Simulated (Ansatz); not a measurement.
InAs:

```
CELL_PARAMETERS angstrom
0.00000 3.01800 3.01800
3.01800 0.00000 3.01800
3.01800 3.01800 0.00000
ATOMIC_POSITIONS crystal
In 0.00000 0.00000 0.00000
As 0.75000 0.75000 0.75000
```

Base run:

- Program: Ansatz 0.2.0
- Functional: HSE06
- Potentials or basis: all-electron PAW datasets made for the crystal
- Cutoff: 340 eV (chosen from the basis error)
- k mesh: 6 × 6 × 6
- Occupations: fermi-dirac, width 0.05 eV
- Spin: no spin polarisation

Its results: band gap on the k mesh 0.58 eV, direct; pressure 2.3 GPa.

**Question.** The run is repeated on the same cell with these changes: functional from HSE06 to PBEsol; cutoff from 340 eV (chosen from the basis error) to 240 eV (chosen from the basis error). What comes out?

**Answer.** Band gap on the k mesh none (metal or under the smearing width); pressure 1.6 GPa.

HSE06 gives the wider gap, since exact exchange removes part of the self-interaction.

Caveats: the program warned that the printed levels may be off, so bands, gaps and densities of states are rough (some runs); spin-orbit coupling is left out, which moves the levels of the heavy elements (some runs); the k mesh is thin for a metal, which can move the energy by tens of meV per atom (some runs).

The runs don't all hold the same shells in valence.
